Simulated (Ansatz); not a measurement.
# Cu(100) / 3 layers Rh(100) / Cu(100): resistance against film thickness, part 3 of 3

Wanted: interface resistance and thickness dependence for Cu(100) / 3 layers Rh(100) / Cu(100).

Ansatz 0.2.0; Ansatz plane-wave DFT, PBE, PAW files; ballistic transport by layer matching (Landauer), zero bias; PAW set soft_1.

So far. Step 6 (With 10 layers, film layers 10): The conductance of the junction is 7.3e14 S/m², 1.7 % over the 7.2e14 S/m² of the last finished run, within the error estimates, leads' steps apart, of 7.1 and 5.7 %.

## 7. The ladder

Times are for 4 threads of Arm Neoverse V1, shared host. Results by setting:

| no. | film layers | area resistance that the stack adds (contact term taken off, spin by spin) (fΩ m²) | conductance of the junction (S/m²) | time | memory (GiB) |
| --- | --- | --- | --- | --- | --- |
| 1 | 3 | 0.4779 | 7.13e14 | 2.6 min | 1.2 |
| 2 | 5 | 0.4258 | 7.41e14 | 93 s | 1.5 |
| 3 | 6 | 0.4577 | 7.24e14 | 93 s | 1.5 |
| 4 | 8 | 0.4672 | 7.19e14 | 1.9 min | 1.8 |
| 5 | 10 | 0.4435 | 7.31e14 | 2.4 min | 2.2 |

## 8. With 5 layers

A repeat with a changed input, to see how far the result depends on it.

This step: Ansatz plane-wave DFT, PBE, PAW files; ballistic transport by layer matching (Landauer), zero bias; changed: output.transmission.kmesh = [7, 7]; PAW set soft_1 (Ansatz 0.2.0).

System of this step: Cu(100) / 5 layers Rh(100) / Cu(100). The cell holds 16 atoms: 11 Cu and 5 Rh. Cell: a = 2.556 Å, b = 2.556 Å, c = 30.405 Å, α = 90.0°, β = 90.0°, γ = 90.0°. It derives from Cu and Rh. Regions: lead, 11 atoms (11 Cu); films, 5 atoms (5 Rh). The structure is stacked along c, and the current runs across the ab planes.

Input file input.yaml:

```yaml
crystal:
  lattice:
    - [2.5561627297, 0.0, 0.0]
    - [0.0, 2.5561627297, 0.0]
    - [0.0, 0.0, 30.4054418863]
  atoms:
    - { symbol: Cu, position: [0.0, 0.0, 0.0297229688] }
    - { symbol: Cu, position: [0.5, 0.5, 0.0891689063] }
    - { symbol: Cu, position: [0.0, 0.0, 0.1486148439] }
    - { symbol: Cu, position: [0.5, 0.5, 0.2080607815] }
    - { symbol: Cu, position: [0.0, 0.0, 0.267506719] }
    - { symbol: Rh, position: [0.5, 0.5, 0.3318391565] }
    - { symbol: Rh, position: [0.0, 0.0, 0.4010580939] }
    - { symbol: Rh, position: [0.5, 0.5, 0.4702770312] }
    - { symbol: Rh, position: [0.0, 0.0, 0.5394959686] }
    - { symbol: Rh, position: [0.5, 0.5, 0.6087149059] }
    - { symbol: Cu, position: [0.0, 0.0, 0.6730473434] }
    - { symbol: Cu, position: [0.5, 0.5, 0.732493281] }
    - { symbol: Cu, position: [0.0, 0.0, 0.7919392185] }
    - { symbol: Cu, position: [0.5, 0.5, 0.8513851561] }
    - { symbol: Cu, position: [0.0, 0.0, 0.9108310937] }
    - { symbol: Cu, position: [0.5, 0.5, 0.9702770312] }
kpoints:
  mp_grid: { grid: [15, 15, 1] }
hamiltonian:
  xc: pbe
  pseudopotentials: { kind: paw, azcp: { folder: soft_1 } }
scf:
  occupations: { method: fermi_dirac, width: 0.1 }
output:
  transmission: { leads: [[0, 1]], kmesh: [7, 7], e_range: [-0.27, 0.27], de: 0.036 }
  write_potential: true
  write_density: true
  volumetric_format: npy
```

The run is started by

```sh
> ansatz run input.yaml --threads 4 --pin off --max-ram 8192MiB --backend cpu --events-out ev --progress --plain --runs-dir out
```

Numbers of over 12 decimals in the logs are rounded to 6 here.

The program printed:

```text
[...]
Crystal: 16 atoms, lattice volume = 198.668 Å³
Basis set: ecut = 420 eV, 3921 PW (Γ)
Bands: 177, of which v1, the nominal top of the filled ones, is band 147 counted from 1 (146 counted from 0)
Symmetry: 16 space group operations
[...]
k-points: 36 of 225
[...]
SCF iter   1: F=—  HF=-104901.723049 eV  |F-HF|=—  |Δ(HF+E_count)|=         —  Δρ=1.71e-1  dr2=1.50e2  ethr=3.10e-3  ⟨swp⟩=4.1  Hψ=18776  notcnv=0  defer=126
[...]
SCF iter  16: F=-104890.921467 eV  HF=-104890.921467 eV  |F-HF|=5.00e-8  |Δ(HF+E_count)|=   3.38e-9  Δρ=4.80e-6  dr2=3.05e-8  ethr=3.40e-11  ⟨swp⟩=1.0  Hψ=12402  notcnv=0
SCF 1 converged in 16 iterations: F = -104890.921467 eV  dr2 = 3.05e-8
[...]
transmission: 49 of 490 steps passed
transmission: 98 of 490 steps passed
[...]
transmission: 490 of 490 steps passed
SCF converged after 16 iterations
Free energy (F): -104890.921467 eV
[...]
Internal energy: -104890.533158 eV  (E = F + TS)
E sigma→0 (E₀):  -104890.727313 eV
Entropy (-TS):   -0.388309 eV (-24.269 meV/atom)
Fermi energy:    18.420507 eV
[...]
--- Band table (eV; the first three rows and the last of 36) ---
  k-point 0: bands = [... 143 lower, 17.0522, 17.3180, 17.4590, 17.7882, 17.7882, 18.4979, 18.5711, 18.5711, ... 26 higher]
  k-point 1: bands = [... 143 lower, 17.0890, 17.3216, 17.3966, 17.7537, 17.9778, 18.3601, 18.4110, 18.4863, ... 26 higher]
  k-point 2: bands = [... 143 lower, 17.0190, 17.0312, 17.6323, 17.6908, 17.8695, 18.1634, 18.2859, 18.4700, ... 26 higher]
  k-point 35: bands = [... 143 lower, 20.2035, 20.2948, 20.2952, 20.3095, 20.7810, 20.9443, 21.4733, 21.8289, ... 26 higher]
--- Transmission ---
  basis      : 61 plane waves across, 49 finite elements along
  points     : 10, standing for a mesh of 7 x 7
[...]
filled         : 1.6 meV over the level at which it is neutral
    channels       : 9.183673e-1 a spin
[...]
slowest decay  : 0.0970 /Å at (0.4286, 0.4286)
  junction   : crystal 0 to crystal 0, -0.70 to 27.90 Å
    transmission   : 7.755947e-1 a spin
    conductance    : 8.5888e14 S/m² at 300 K (8.6866e14 on every other energy)
[...]
resistance     : 2.4630e-4 Ω µm² beyond half of each lead's own
```

The job ended after 40 s (4 threads of Arm Neoverse V1, shared host; peak memory 1.5 GiB; 2.6 min of CPU time).

Residual by cycle:

cycle, log10 residual and a bar from the least value:
```
        1        2.2 ##############################
        2        1.7 #############################
        4        0.7 #########################
        5        0.0 #######################
        6       -0.2 #######################
        8       -1.4 ###################
        9       -2.1 #################
       11       -3.7 ############
       12       -4.9 ########
       13       -5.4 #######
       15       -6.5 ###
       16       -7.5
```

The run finished with changed settings (output.transmission.kmesh = [7, 7]); it serves as a test.

Side by side:

| quantity | this run | sound run | difference |
| --- | --- | --- | --- |
| ballistic conductance of the lead (S/m²) | 1.089e15 | 1.083e15 | 6.5e12 |
| lead conductance per cell (G₀) | 0.91869 | 0.91321 | 0.00548 |
| conductance of the junction (S/m²) | 8.589e14 | 7.412e14 | 1.2e14 |
| junction conductance per cell (G₀) | 0.72429 | 0.62503 | 0.0993 |
| area resistance that the stack adds (contact term taken off, spin by spin) (fΩ m²) | 0.24630 | 0.42576 | -0.179 |

One result that differs is the area resistance that the stack adds (contact term taken off, spin by spin), 0.246 fΩ m² against 0.426 fΩ m².

## 9. What came out

| Item | Value |
| --- | --- |
| area resistance, 3 layers | 0.478 fΩ m² |
| area resistance, 5 layers | 0.426 fΩ m² |
| area resistance, 6 layers | 0.458 fΩ m² |
| area resistance, 8 layers | 0.467 fΩ m² |
| area resistance, 10 layers | 0.443 fΩ m² |

In words: The stack adds 0.48 fΩ m² with 3 layers and 0.44 fΩ m² with 10. From 5 layers on no step exceeds the two runs' error estimates together, as expected where only the two interfaces scatter; half the mean, 0.22 fΩ m², is a rough coherent figure for one interface. Atoms sit on ideal sites and aren't relaxed. Rh(100) is compressed by 4.9 % in plane to fit Cu(100), at its own atomic volume.

[Logs are printed without paths, hosts, clocks, repeated set-up lines and the standing remarks that a program may print on its own settings, such as how far it seeks lower states.]

[Hosts, paths, dates, database ids (printed as entryN), source tags and the programs' standing remarks are cut or masked in the printed files.]
